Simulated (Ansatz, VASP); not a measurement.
# CuI (Marshite) in two plane-wave programs

Wanted: the spread between two codes on one cell, functional and k mesh.

Method: plane waves, with VASP 6.6.1 beside it; band structure at LDA, spin-orbit coupling, in Ansatz 0.2.0.

The database entry behind the starting cell differs from later determinations by our own check (about 0.15 % long (mineral sample)), so it need not match the best structure at ambient conditions.

## 1. Starting point

The structure is cubic, space group F-43m (No. 216). The conventional cell has a = 6.063 Å, b = 6.063 Å, c = 6.063 Å, α = 90.00°, β = 90.00°, γ = 90.00°. I has 4 Cu at 2.63 Å nearest. Nearest to Cu lie 4 I at 2.63 Å. Farther neighbours and most contacts between anions are not listed.

Structure file:

```
I Cu
1.0
     0.00000    3.03150    3.03150
     3.03150    0.00000    3.03150
     3.03150    3.03150    0.00000
I Cu
1 1
Direct
  0.00000 0.00000 0.00000
  0.75000 0.75000 0.75000
```

## 2. VASP: band structure, LDA, spin-orbit coupling

Levels along a path test the potential and the projectors away from the mesh points.

Lines of VASP's logs that name or quote its potential files are left out, and so is its time.

INCAR

```
SYSTEM = CuI
PREC = Accurate
ENCUT = 440
EDIFF = 1E-08
NELM = 100
ISMEAR = 0
SIGMA = 0.01
LREAL = .FALSE.
ALGO = Normal
GGA = CA
LNONCOLLINEAR = .TRUE.
MAGMOM = 0 0 0 0 0 0
NBANDS = 30
GGA_COMPAT = .FALSE.
LASPH = .TRUE.
LSORBIT = .TRUE.
LMAXMIX = 4
LORBIT = 11
LWAVE = .TRUE.
LCHARG = .FALSE.
KPAR = 8
```

POSCAR

```
CuI
1.0
    0.0000000000      3.0315000000      3.0315000000
    3.0315000000      0.0000000000      3.0315000000
    3.0315000000      3.0315000000      0.0000000000
I Cu
1 1
Direct
    0.0000000000      0.0000000000      0.0000000000
    0.7500000000      0.7500000000      0.7500000000
```

KPOINTS

```
Automatic mesh
0
Gamma
6 6 6
0 0 0
```

KPOINTS_OPT

```
Line mode
12
Line-mode
Reciprocal
  0.00000000   0.00000000   0.00000000 GAMMA
  0.50000000   0.00000000   0.50000000 X

  0.50000000   0.00000000   0.50000000 X
  0.50000000   0.25000000   0.75000000 W

  0.50000000   0.25000000   0.75000000 W
  0.37500000   0.37500000   0.75000000 K

  0.37500000   0.37500000   0.75000000 K
  0.00000000   0.00000000   0.00000000 GAMMA

  0.00000000   0.00000000   0.00000000 GAMMA
  0.50000000   0.50000000   0.50000000 L

  0.50000000   0.50000000   0.50000000 L
  0.62500000   0.25000000   0.62500000 U

  0.62500000   0.25000000   0.62500000 U
  0.50000000   0.25000000   0.75000000 W

  0.50000000   0.25000000   0.75000000 W
  0.50000000   0.50000000   0.50000000 L

  0.50000000   0.50000000   0.50000000 L
  0.37500000   0.37500000   0.75000000 K

  0.62500000   0.25000000   0.62500000 U
  0.50000000   0.00000000   0.50000000 X
```

PAW data sets: I_GW and Cu_GW (LDA family, release 64).

On the command line:

```console
$ mpirun -np 8 vasp_ncl
```

Numbers of over 12 decimals in the logs are rounded to 6 here.

Output:

```text
[banner, memory and clock lines left out]
running    8 mpi-ranks, on    1 nodes
 distrk:  each k-point on    1 cores,    8 groups
 distr:  one band on    1 cores,    1 groups

 POSCAR found type information on POSCAR I Cu
 POSCAR found :  2 types and       2 ions
|                                                                             |
|           W    W    AA    RRRRR   N    N  II  N    N   GGGG   !!!           |
|           W    W   A  A   R    R  NN   N  II  NN   N  G    G  !!!           |
|           W    W  A    A  R    R  N N  N  II  N N  N  G       !!!           |
|           W WW W  AAAAAA  RRRRR   N  N N  II  N  N N  G  GGG   !            |
|           WW  WW  A    A  R   R   N   NN  II  N   NN  G    G                |
|           W    W  A    A  R    R  N    N  II  N    N   GGGG   !!!           |
|                                                                             |
|     For optimal performance we recommend to set                             |
|       NCORE = 2 up to number-of-cores-per-socket                            |
|     NCORE specifies how many cores store one orbital (NPAR=cpu/NCORE).      |
|     This setting can greatly improve the performance of VASP for DFT.       |
|     The default, NCORE=1 might be grossly inefficient on modern             |
|     multi-core architectures or massively parallel machines. Do your        |
|     Unfortunately you need to use the default for GW and RPA                |
|     calculations (for HF NCORE is supported but not extensively tested      |
|     yet).                                                                   |
|                                                                             |

 LDA part: xc-table for (Slater(with rela. corr.)+CA(PZ))
 , standard interpolation
 POSCAR, INCAR and KPOINTS ok, starting setup
 FFT: planning ... GRIDC
 FFT: planning ... GRID_SOFT
 FFT: planning ... GRID
 WAVECAR not read
 entering main loop
       N       E                     dE             d eps       ncg     rms          rms(c)
DAV:   1     0.123180535912E+03    0.12318E+03   -0.69263E+03  1320   0.951E+02
DAV:   2     0.707375914791E+00   -0.12247E+03   -0.10721E+03  1512   0.283E+02
DAV:   3    -0.685817959139E+01   -0.75656E+01   -0.74013E+01  1676   0.734E+01
DAV:   4    -0.735191519539E+01   -0.49374E+00   -0.49295E+00  2120   0.195E+01
DAV:   5    -0.735805764849E+01   -0.61425E-02   -0.61416E-02  1732   0.216E+00    0.436E+00
DAV:   6    -0.728197265604E+01    0.76085E-01   -0.32019E+00  1642   0.362E+01    0.772E+00
DAV:   7    -0.711666754490E+01    0.16531E+00   -0.61130E-01  1704   0.198E+01    0.261E+00
DAV:   8    -0.710837983705E+01    0.82877E-02   -0.11694E-01  1936   0.628E+00    0.613E-01
DAV:   9    -0.710461704172E+01    0.37628E-02   -0.14128E-02  2104   0.212E+00    0.173E-01
DAV:  10    -0.710439577372E+01    0.22127E-03   -0.11514E-03  2116   0.466E-01    0.473E-02
DAV:  11    -0.710437063223E+01    0.25141E-04   -0.23995E-04  2148   0.163E-01    0.156E-02
DAV:  12    -0.710437099914E+01   -0.36691E-06   -0.33218E-05  1814   0.765E-02    0.117E-02
DAV:  13    -0.710436944605E+01    0.15531E-05   -0.60169E-06  1928   0.547E-02    0.219E-03
DAV:  14    -0.710436951529E+01   -0.69244E-07   -0.70968E-07  1696   0.649E-03    0.975E-04
DAV:  15    -0.710436952382E+01   -0.85270E-08   -0.29085E-08  1856   0.176E-03
   1 F= -.71043695E+01 E0= -.71043695E+01  d E =-.549794E-57  mag=    -0.0000    -0.0000     0.0000
 Start KPOINTS_OPT (optional k-point list driver)
k-point batch [1-22\120]
       N       E                     dE             ncg
DAV:   1     0.287978850590E+04   -0.57485E+04     1336
DAV:   2     0.159084036172E+03   -0.27207E+04     1492
DAV:   3    -0.667392880391E+01   -0.16576E+03     1706
DAV:   4    -0.172108658313E+02   -0.10537E+02     2188
DAV:   5    -0.173433818223E+02   -0.13252E+00     1730
DAV:   6    -0.173484480659E+02   -0.50662E-02     2058
DAV:   7    -0.173485783601E+02   -0.13029E-03     1842
DAV:   8    -0.173485835261E+02   -0.51660E-05     2012
DAV:   9    -0.173485836935E+02   -0.16739E-06     1832
DAV:  10    -0.173485837005E+02   -0.70643E-08     1354
[...]
k-point batch [111-120\120]
       N       E                     dE             ncg
DAV:   1     0.714940561456E+04   -0.41682E+04      616
DAV:   2     0.597427003835E+04   -0.11751E+04      696
DAV:   3     0.590977024336E+04   -0.64500E+02      800
DAV:   4     0.590564327134E+04   -0.41270E+01     1008
DAV:   5     0.590560366783E+04   -0.39604E-01      770
DAV:   6     0.590560180192E+04   -0.18659E-02      972
DAV:   7     0.590560175199E+04   -0.49925E-04      814
DAV:   8     0.590560174977E+04   -0.22244E-05      980
DAV:   9     0.590560174970E+04   -0.65867E-07      810
DAV:  10     0.590560174970E+04   -0.28003E-08      676
 writing wavefunctions
```

Parts of OUTCAR (step 2):

```text
ion  position               nearest neighbor table
   1  0.000  0.000  0.000-   2 2.63   2 2.63   2 2.63   2 2.63
   2  0.750  0.750  0.750-   1 2.63   1 2.63   1 2.63   1 2.63

  LATTYP: Found a face centered cubic cell.
 ALAT       =     6.0630000000

 Subroutine GETGRP returns: Found 24 space group operations
 (whereof 24 operations were pure point group operations)

The static configuration has the point symmetry T_d .

 Found     22 irreducible k-points:

   k-points           NKPTS =     22   k-points in BZ     NKDIM =     22   number of bands    NBANDS=     30

   dimension x,y,z NGX =    30 NGY =   30 NGZ =   30
   dimension x,y,z NGXF=    60 NGYF=   60 NGZF=   60

   ENCUT  =  440.0 eV  32.34 Ry    5.69 a.u.   7.33  7.33  7.33*2*pi/ulx,y,z

   NELECT =      18.0000    total number of electrons

 k-points in reciprocal lattice and weights: Automatic mesh
   0.00000000  0.00000000  0.00000000       0.005
   0.16666667  0.00000000  0.00000000       0.019
  -0.16666667  0.00000000  0.00000000       0.019
   0.33333333  0.00000000  0.00000000       0.019
  -0.33333333  0.00000000  0.00000000       0.019
   0.50000000  0.00000000  0.00000000       0.019
   0.16666667  0.16666667  0.00000000       0.028
   0.33333333  0.16666667  0.00000000       0.056
  -0.33333333 -0.16666667  0.00000000       0.056
[...]
-0.33333333  0.33333333  0.16666667       0.111
  -0.33333333  0.50000000  0.16666667       0.056

 average (electrostatic) potential at core
       1 -93.4922       2 -55.3676

 E-fermi :   3.9734

 k-point     1 :       0.0000    0.0000    0.0000
  band No.  band energies     occupation
    ...
     14       3.4007      1.00000
     15       3.8629      1.00000
     16       3.8629      1.00000
     17       3.8629      1.00000
     18       3.8629      1.00000
     19       4.6563      0.00000
     20       4.6563      0.00000
     21       8.5044      0.00000
     22       8.5044      0.00000
     23       8.5913      0.00000
    ...

 k-point     2 :       0.1667    0.0000    0.0000
  band No.  band energies     occupation
    ...
     14       2.7784      1.00000
     15       3.3773      1.00000
     16       3.3773      1.00000
     17       3.6153      1.00000
     18       3.6654      1.00000
     19       5.6401      0.00000
     20       5.6401      0.00000
     21       8.5093      0.00000
     22       8.5093      0.00000
     23       8.8760      0.00000
    ...

 k-point     3 :      -0.1667    0.0000    0.0000
  band No.  band energies     occupation
    ...
     14       2.7784      1.00000
     15       3.3773      1.00000
     16       3.3773      1.00000
     17       3.6153      1.00000
     18       3.6654      1.00000
     19       5.6401      0.00000
     20       5.6401      0.00000
     21       8.5093      0.00000
     22       8.5093      0.00000
     23       8.8760      0.00000
    ...

  Total       -1.6148527     -1.6148527     -1.6148527      0.0000000      0.0000000     -0.0000000
  in kB      -46.4345000    -46.4345000    -46.4345000      0.0000000      0.0000000     -0.0000000
  external PRESSURE =     -46.4345000 kB  Pullay stress =       0.0000000 kB

  energy-cutoff  :      440.00
  volume of cell :       55.72
      direct lattice vectors                 reciprocal lattice vectors
     0.000000000  3.031500000  3.031500000    -0.164934851  0.164934851  0.164934851
     3.031500000  0.000000000  3.031500000     0.164934851 -0.164934851  0.164934851
     3.031500000  3.031500000  0.000000000     0.164934851  0.164934851 -0.164934851

 POSITION                                       TOTAL-FORCE (eV/Angst)
 -----------------------------------------------------------------------------------
      0.00000      0.00000      0.00000        -0.000000     -0.000000     -0.000000
      4.54725      4.54725      4.54725         0.000000      0.000000      0.000000
 -----------------------------------------------------------------------------------
    total drift:                               -0.000000     -0.000000     -0.000000

  FREE ENERGIE OF THE ION-ELECTRON SYSTEM (eV)
  ---------------------------------------------------
  free  energy   TOTEN  =        -7.1043695238 eV

  energy  without entropy=       -7.1043695238  energy(sigma->0) =       -7.10436952

 Spin-Orbit-Coupling matrix elements
 Ion:    1  E_soc:     -0.3322250
 Ion:    2  E_soc:     -0.0115979

 total charge
# of ion       s       p       d       f       tot
--------------------------------------------------
    1        1.599   3.074   0.068   0.000   4.741
    2        0.332   0.262   9.269   0.003   9.867
--------------------------------------------------
tot          1.931   3.336   9.337   0.003  14.608

 magnetization (x)
# of ion       s       p       d       f       tot
--------------------------------------------------
    1        0.000   0.000   0.000   0.000   0.000
    2        0.000   0.000   0.000  -0.000   0.000
--------------------------------------------------
tot          0.000   0.000   0.000  -0.000   0.000

 magnetization (y)
# of ion       s       p       d       f       tot
--------------------------------------------------
    1        0.000   0.000  -0.000   0.000  -0.000
    2        0.000   0.000   0.000   0.000   0.000
--------------------------------------------------
tot          0.000   0.000   0.000   0.000   0.000

 magnetization (z)
# of ion       s       p       d       f       tot
--------------------------------------------------
    1       -0.000  -0.000   0.000   0.000  -0.000
    2       -0.000   0.000  -0.000  -0.000  -0.000
--------------------------------------------------
tot         -0.000  -0.000  -0.000  -0.000  -0.000

[... 3 further parts left out ...]
```

The run ends at a pressure of -4.64 GPa.

(Part 1 of 2 ends here.)

[Lines on the potential files, build, host, timing and source positions are cut from VASP's logs without a mark.]

[Logs are printed without paths, hosts, clocks, repeated set-up lines and the standing remarks that a program may print on its own settings, such as how far it seeks lower states.]

[Hosts, paths, dates, database ids (printed as entryN), source tags and the programs' standing remarks are cut or masked in the printed files.]
